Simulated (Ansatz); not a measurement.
Born–Oppenheimer molecular dynamics of a periodic cell of 12 atoms, ZrO2 (start crystal ZrO2, start structure Fm-3m, volume 1.1 times the crystal's). It starts from a structure without forces on its atoms.

Computed with DFT PBE-D3(BJ), scalar-relativistic, plane waves, PAW (Ansatz). Settings: PAW set soft_1, cutoff 420 eV, k mesh 2x2x2, fermi-dirac smearing 0.3 eV, no spin polarisation.

| Property | Result |
| --- | --- |
| ensemble | NVE (velocity Verlet) |
| time step | 1.12 fs |
| steps asked | 200 |
| starting velocities drawn for | 7000 K |
| seed | 938457 |

Frames 5.6 fs apart, positions in Å, forces in eV/Å.

Velocities at 100.8 fs (Å/ps):

```
Zr -4.08 -7.14 -10.53
O 3.93 -14.64 -1.24
O 2.12 2.62 -10.59
Zr -2.61 4.26 1.11
O 9.37 20.80 19.80
O -30.43 -14.11 15.93
Zr -0.63 -1.34 7.04
O -8.81 8.93 13.13
O -1.44 24.16 -17.09
Zr 3.56 -5.98 3.35
O 17.79 20.84 -28.72
O 28.89 9.55 3.30
```

```xyz
12
Lattice="5.2543 0.0000 0.0000 0.0000 5.2543 0.0000 0.0000 0.0000 5.2543" Properties=species:S:1:pos:R:3:forces:R:3 time_fs=100.8 energy_less_start_eV=3.184 T=4763
Zr 0.255 -0.175 -0.236 -2.82 2.78 5.23
O 1.031 1.291 1.864 1.06 -2.22 -2.14
O 4.094 3.910 4.356 -0.72 -0.41 -1.92
Zr 2.630 2.769 0.073 0.94 -2.34 0.72
O 3.769 4.003 1.627 0.70 -4.14 0.60
O 0.820 1.497 4.187 -0.03 0.29 1.86
Zr 2.688 0.024 2.609 -1.39 1.70 -1.11
O 3.229 1.574 3.693 2.00 0.22 -2.07
O 1.056 3.711 1.158 1.11 0.98 0.51
Zr 0.025 2.688 2.716 -1.20 0.31 0.06
O 1.441 3.961 3.969 1.48 -0.43 -3.11
O 3.613 0.770 0.691 -1.11 3.28 1.37
12
Lattice="5.2543 0.0000 0.0000 0.0000 5.2543 0.0000 0.0000 0.0000 5.2543" Properties=species:S:1:pos:R:3:forces:R:3 time_fs=106.4 energy_less_start_eV=3.700 T=4400
Zr 0.227 -0.211 -0.286 -2.82 1.20 5.73
O 1.062 1.195 1.841 0.66 0.16 -0.91
O 4.097 3.919 4.281 -1.26 -0.93 -1.01
Zr 2.618 2.789 0.080 1.69 -2.27 0.53
O 3.830 4.077 1.738 1.04 -4.80 -0.92
O 0.653 1.433 4.286 1.47 4.14 -0.69
Zr 2.683 0.020 2.646 -0.50 3.19 -1.69
O 3.196 1.625 3.747 1.13 0.01 -2.15
O 1.060 3.848 1.070 1.84 -1.45 1.40
Zr 0.044 2.655 2.735 -0.92 -0.24 -1.18
O 1.550 4.069 3.784 -0.77 -2.22 -0.49
O 3.762 0.855 0.723 -1.57 3.21 1.37
12
Lattice="5.2543 0.0000 0.0000 0.0000 5.2543 0.0000 0.0000 0.0000 5.2543" Properties=species:S:1:pos:R:3:forces:R:3 time_fs=112 energy_less_start_eV=5.053 T=3452
Zr 0.190 -0.243 -0.318 -2.55 0.69 4.83
O 1.106 1.102 1.799 0.23 1.87 -0.03
O 4.077 3.912 4.188 -0.93 -0.51 0.52
Zr 2.611 2.802 0.089 2.56 -2.59 0.55
O 3.909 4.063 1.833 0.72 -3.78 -2.20
O 0.514 1.442 4.375 2.34 5.35 -1.94
Zr 2.676 0.027 2.678 2.90 5.72 -4.32
O 3.184 1.677 3.760 0.33 -0.32 -1.71
O 1.099 3.959 1.008 2.44 -2.82 1.42
Zr 0.059 2.621 2.749 -1.18 -0.90 -2.16
O 1.641 4.132 3.593 -5.03 -5.04 3.71
O 3.882 1.000 0.780 -1.84 2.34 1.33
12
Lattice="5.2543 0.0000 0.0000 0.0000 5.2543 0.0000 0.0000 0.0000 5.2543" Properties=species:S:1:pos:R:3:forces:R:3 time_fs=117.6 energy_less_start_eV=5.216 T=3337
Zr 0.145 -0.272 -0.333 -1.57 2.43 4.03
O 1.154 1.042 1.757 0.09 2.46 0.34
O 4.041 3.896 4.105 -0.30 0.63 2.27
Zr 2.612 2.806 0.100 2.95 -2.86 0.63
O 4.000 3.980 1.887 -0.45 -1.41 -3.08
O 0.418 1.546 4.429 2.47 2.26 -1.29
Zr 2.679 0.052 2.695 4.56 5.49 -5.21
O 3.180 1.722 3.741 -0.19 -1.10 -1.18
O 1.182 4.019 0.970 1.91 -2.59 0.34
Zr 0.070 2.584 2.756 -1.31 -1.19 -2.92
O 1.642 4.104 3.467 -6.15 -5.23 4.75
O 3.968 1.188 0.863 -2.02 1.12 1.32
12
Lattice="5.2543 0.0000 0.0000 0.0000 5.2543 0.0000 0.0000 0.0000 5.2543" Properties=species:S:1:pos:R:3:forces:R:3 time_fs=123.2 energy_less_start_eV=4.406 T=3903
Zr 0.095 -0.293 -0.334 0.07 3.08 3.86
O 1.205 1.027 1.720 0.15 2.09 0.47
O 3.998 3.891 4.064 -0.24 1.60 2.91
Zr 2.623 2.800 0.113 2.66 -2.71 0.46
O 4.082 3.870 1.884 -1.72 1.47 -3.45
O 0.368 1.692 4.461 2.35 -1.23 0.22
Zr 2.696 0.095 2.696 2.07 1.26 -3.67
O 3.172 1.745 3.700 -0.25 -1.97 -0.68
O 1.300 4.032 0.939 0.53 -1.26 -0.53
Zr 0.077 2.544 2.754 -1.08 -1.02 -3.55
O 1.534 3.985 3.427 -2.63 -0.71 2.87
O 4.016 1.397 0.970 -1.90 -0.60 1.10
12
Lattice="5.2543 0.0000 0.0000 0.0000 5.2543 0.0000 0.0000 0.0000 5.2543" Properties=species:S:1:pos:R:3:forces:R:3 time_fs=128.8 energy_less_start_eV=4.693 T=3702
Zr 0.045 -0.304 -0.323 1.61 2.45 3.77
O 1.258 1.051 1.692 -0.01 1.45 0.37
O 3.949 3.916 4.074 -0.76 1.73 1.98
Zr 2.642 2.786 0.128 2.20 -2.71 -0.04
O 4.133 3.788 1.816 -2.07 3.96 -2.89
O 0.362 1.817 4.496 1.78 -3.30 1.34
Zr 2.719 0.141 2.684 0.41 -1.63 -3.21
O 3.160 1.734 3.647 0.17 -1.63 0.29
O 1.428 4.022 0.900 -1.00 0.55 -0.21
Zr 0.080 2.499 2.740 -1.32 -1.09 -3.53
O 1.376 3.851 3.442 0.56 3.13 1.83
O 4.029 1.593 1.097 -1.57 -2.93 0.31
12
Lattice="5.2543 0.0000 0.0000 0.0000 5.2543 0.0000 0.0000 0.0000 5.2543" Properties=species:S:1:pos:R:3:forces:R:3 time_fs=134.4 energy_less_start_eV=5.430 T=3188
Zr 0.001 -0.307 -0.299 2.77 1.72 3.76
O 1.310 1.103 1.671 -0.39 1.07 0.17
O 3.886 3.972 4.122 -1.36 1.19 0.32
Zr 2.669 2.762 0.142 1.59 -2.67 -0.67
O 4.148 3.779 1.695 -1.09 5.30 -1.66
O 0.388 1.882 4.554 0.80 -4.06 0.83
Zr 2.745 0.183 2.662 -0.26 -3.85 -3.63
O 3.152 1.694 3.600 0.89 0.26 2.00
O 1.537 4.021 0.858 -2.17 1.96 0.64
Zr 0.079 2.452 2.714 -1.53 -1.01 -2.17
O 1.225 3.774 3.492 2.17 5.26 1.17
O 4.011 1.734 1.230 -1.42 -5.17 -0.75
12
Lattice="5.2543 0.0000 0.0000 0.0000 5.2543 0.0000 0.0000 0.0000 5.2543" Properties=species:S:1:pos:R:3:forces:R:3 time_fs=140 energy_less_start_eV=4.956 T=3521
Zr -0.035 -0.305 -0.263 3.33 1.08 3.53
O 1.355 1.175 1.653 -0.68 0.89 0.22
O 3.797 4.051 4.175 -1.54 0.66 -1.16
Zr 2.701 2.730 0.154 0.33 -1.42 -0.80
O 4.142 3.867 1.542 0.31 4.40 -0.54
O 0.431 1.871 4.626 -0.01 -3.71 -0.68
Zr 2.769 0.212 2.627 -0.69 -5.48 -3.86
O 3.161 1.658 3.591 1.37 1.83 3.44
O 1.607 4.056 0.828 -2.26 1.86 1.05
Zr 0.072 2.401 2.682 -0.56 0.59 -0.05
O 1.113 3.792 3.564 1.63 4.77 0.05
O 3.966 1.780 1.349 -1.22 -5.49 -1.20
12
Lattice="5.2543 0.0000 0.0000 0.0000 5.2543 0.0000 0.0000 0.0000 5.2543" Properties=species:S:1:pos:R:3:forces:R:3 time_fs=145.6 energy_less_start_eV=3.536 T=4515
Zr -0.060 -0.299 -0.215 3.13 1.00 2.22
O 1.388 1.265 1.640 -0.77 0.67 0.56
O 3.681 4.143 4.208 -1.14 0.30 -2.03
Zr 2.734 2.694 0.164 -1.14 0.79 -0.72
O 4.140 4.034 1.380 0.59 1.42 1.17
O 0.474 1.792 4.685 -0.25 -2.22 -2.02
Zr 2.792 0.223 2.580 -0.87 -5.20 -2.43
O 3.194 1.653 3.644 1.15 1.18 2.94
O 1.636 4.123 0.816 -1.43 0.53 1.20
Zr 0.065 2.352 2.649 0.59 2.82 2.09
O 1.030 3.897 3.636 0.48 2.24 -1.38
O 3.900 1.726 1.446 -0.34 -3.53 -1.59
12
Lattice="5.2543 0.0000 0.0000 0.0000 5.2543 0.0000 0.0000 0.0000 5.2543" Properties=species:S:1:pos:R:3:forces:R:3 time_fs=151.2 energy_less_start_eV=3.592 T=4474
Zr -0.074 -0.288 -0.161 3.34 2.22 -1.01
O 1.407 1.366 1.638 -0.55 0.40 0.72
O 3.543 4.240 4.203 -0.33 -0.14 -2.18
Zr 2.764 2.660 0.171 -2.18 2.48 -0.77
O 4.147 4.228 1.243 -1.20 -2.10 4.50
O 0.513 1.673 4.708 -0.03 0.06 -2.62
Zr 2.811 0.217 2.526 -1.59 -4.98 0.19
O 3.249 1.670 3.750 0.75 -0.12 0.94
O 1.638 4.201 0.828 -0.41 -0.70 1.49
Zr 0.059 2.313 2.623 0.76 3.90 3.75
O 0.958 4.045 3.682 0.04 -0.45 -2.75
O 3.828 1.607 1.512 1.39 -0.58 -2.24
12
Lattice="5.2543 0.0000 0.0000 0.0000 5.2543 0.0000 0.0000 0.0000 5.2543" Properties=species:S:1:pos:R:3:forces:R:3 time_fs=156.8 energy_less_start_eV=5.309 T=3273
Zr -0.077 -0.271 -0.110 4.39 2.99 -4.47
O 1.416 1.476 1.648 0.18 -0.04 0.28
O 3.400 4.334 4.159 0.83 -0.71 -1.28
Zr 2.786 2.634 0.175 -2.86 3.37 -0.47
O 4.129 4.383 1.190 -3.53 -5.17 7.00
O 0.552 1.554 4.681 0.51 2.38 -2.64
Zr 2.824 0.194 2.472 -3.76 -6.08 2.84
O 3.318 1.686 3.873 0.69 -0.75 -1.12
O 1.631 4.267 0.868 0.01 -1.16 1.45
Zr 0.055 2.286 2.610 0.08 4.23 4.85
O 0.886 4.185 3.677 -0.12 -2.25 -3.47
O 3.784 1.478 1.536 3.57 3.17 -2.99
12
Lattice="5.2543 0.0000 0.0000 0.0000 5.2543 0.0000 0.0000 0.0000 5.2543" Properties=species:S:1:pos:R:3:forces:R:3 time_fs=162.4 energy_less_start_eV=5.716 T=2986
Zr -0.067 -0.245 -0.073 3.18 1.44 -3.71
O 1.429 1.584 1.662 1.23 -0.58 -0.54
O 3.272 4.415 4.091 1.87 -1.55 0.56
Zr 2.799 2.619 0.179 -3.25 3.75 0.30
O 4.053 4.443 1.258 -1.05 -6.21 3.37
O 0.601 1.479 4.606 1.04 3.35 -2.21
Zr 2.826 0.152 2.427 -5.84 -4.94 4.24
O 3.401 1.688 3.977 0.88 -0.95 -2.56
O 1.623 4.311 0.933 -0.66 -1.05 0.57
Zr 0.051 2.273 2.612 -0.88 4.37 5.30
O 0.812 4.286 3.609 -0.75 -2.62 -2.50
O 3.805 1.406 1.504 4.23 5.00 -2.81
```

Of the whole run (224 fs, mean temperature of the second half 3752 K): The conserved energy stayed within 1.2 meV per atom of its start (net change 0.32 meV per atom), so the integration is sound. Over the second half the temperature averaged 0.54 of the 7000 K drawn at the start: a run that starts near a minimum puts about half its kinetic energy into the potential. A run of 0.22 ps of so small a system gives no equilibrium averages. The SCF threshold is loose, so the forces are noisy. Limits of this set-up: coarse k mesh.

Time of the run: 5.9 min on 1 thread of Arm Neoverse V2, on a shared host, peak memory 0.43 GiB.
